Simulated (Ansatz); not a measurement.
**Li: one input, then a changed one**

Structure from Materials Project entry mp-51 (possibly hypothetical), not relaxed further. The listed cell was then made from it by scaling, straining or moving an atom.

First run: DFT, LDA, all-electron LAPW, scalar-relativistic (Ansatz 0.2.0).

Command: `ansatz run input.yaml --threads 1 --pin off --max-ram 2048MiB --backend cpu --events-out ev --progress --plain --runs-dir out` The run took about 2.6 s on 1 thread of a shared machine.

```yaml
crystal:
  lattice:
    - [0.0, 2.2000849017, 2.1018273648]
    - [2.2000849017, 0.0, 2.1018273648]
    - [2.2000849017, 2.2000849017, 0.0]
  atoms:
    - { symbol: Li, position: [0.0, 0.0, 0.0] }
kpoints:
  mp_grid: { grid: [16, 16, 16] }
scf:
  occupations: { method: fermi_dirac, width: 0.08 }
hamiltonian:
  xc: lda
  pseudopotentials: { kind: all_electron, lapw: { basis_error: 0.0005 } }
output:
  forces: true
  stress: true
  eigenvalues: true
```

Result: converged; pressure -0.94 GPa; 4 SCF iterations.

The input is then changed:

```diff
@@ -10,4 +10,5 @@
 scf:
   occupations: { method: fermi_dirac, width: 0.08 }
+  n_extra_bands: 4
 hamiltonian:
   xc: lda
```

Problem. Predict the outcome of the changed run.

Solution. It converged; energy at zero smearing 0.0 meV/atom from the first run; pressure -0.94 GPa; 4 SCF iterations.
